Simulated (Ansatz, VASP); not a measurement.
Two plane-wave programs on AlCu5

```
CELL_PARAMETERS angstrom
2.65083 0.00000 0.00000
-1.32541 2.29568 0.00000
0.00000 0.00000 12.35699
ATOMIC_POSITIONS crystal
Al 0.33333 0.66667 0.00000
Cu 0.33333 0.66667 0.66644
Cu 0.33333 0.66667 0.33356
Cu 0.66667 0.33333 0.83234
Cu 0.66667 0.33333 0.16766
Cu 0.66667 0.33333 0.50000
```

Alike in both runs: functional PBE; k mesh 6 × 6 × 2; occupations gaussian, width 0.1 eV; no spin polarisation.

Ansatz relaxed the structure, and its values are those at the end. VASP's run is a single point on that final structure, the one shown.

|  | VASP | Ansatz |
| --- | --- | --- |
| version | VASP 6.6.1 | Ansatz 0.2.0 |
| potentials or method | VASP PAW PBE potentials, release 64 (Al, Cu) | scalar-relativistic, plane waves, PAW |
| plane-wave cutoff (eV) | 520 | 420 |
| valence electrons in the cell | 58 | 98 |

VASP gave:

- gap on the k mesh at the Fermi level (eV): none
- pressure (GPa): 0.6
- rms of the force components (eV/Å): 0.003

Problem. Which values does Ansatz return?

Solution. gap on the k mesh at the Fermi level (eV): none; pressure (GPa): 0.0; rms of the force components (eV/Å): 0.000.

A gap of «none» marks a metal or a gap that the smearing closes. The two sets of potentials don't hold the same shells in valence.

Caveats: the k mesh is coarse (spacing up to 0.46 Å⁻¹), so the values aren't converged.
